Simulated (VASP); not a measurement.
# ZrC under changes of volume

One of the cells (13.437 Å³/atom); the others are scaled copies at fixed shape and fractional positions:

```
Zr C
1.0
     3.41394    0.00000    0.00000
    -1.70697    2.95656    0.00000
     0.00000    0.00000    5.32509
Zr C
2 2
Cartesian
  1.7070 0.9855 3.9938
  0.0000 1.9710 1.3313
  0.0000 0.0000 2.6625
  0.0000 0.0000 0.0000
```

The cell comes from a database or a generator and needn't be the stable form of this composition.

| Property | Result |
| --- | --- |
| Program | VASP 6.6.1 |
| Functional | PBEsol |
| Potentials or basis | VASP PAW PBE potentials, release 64 (Zr_sv, C) |
| Cutoff | 520 eV |
| k mesh | 9 × 9 × 5 |
| Occupations | fermi-dirac, width 0.05 eV |
| Spin | no spin polarisation |

```tsv
volume (Å³/atom)	energy over the lowest point (meV/atom)	pressure (GPa)
12.383	6.88	6.8
12.647	0.00	1.5
12.910	1.30	-3.2
13.437	25.36	-11.3
13.701	46.69	-14.8
13.964	?	?
```

**Question.** What does the run at 13.964 Å³/atom give?

**Answer.** Energy over the lowest point 73.42 meV/atom; pressure -17.9 GPa.

Worked out: A Birch-Murnaghan fit of order 3 (a polynomial in V^(-2/3)) to the other rows has its minimum at 12.73 Å³/atom with B0 = V·E''(V) = 233 GPa and B' = 4.2 at fixed shape and positions, which overstates the stiffness. It gives 73.30 meV/atom at 13.964 Å³/atom, against the run's 73.42, and -dE/dV = -17.7 GPa, against -17.9.

Energies are extrapolated to zero smearing.

Caveats: the PAW data sets were made with another functional, which shifts forces and pressure a little.
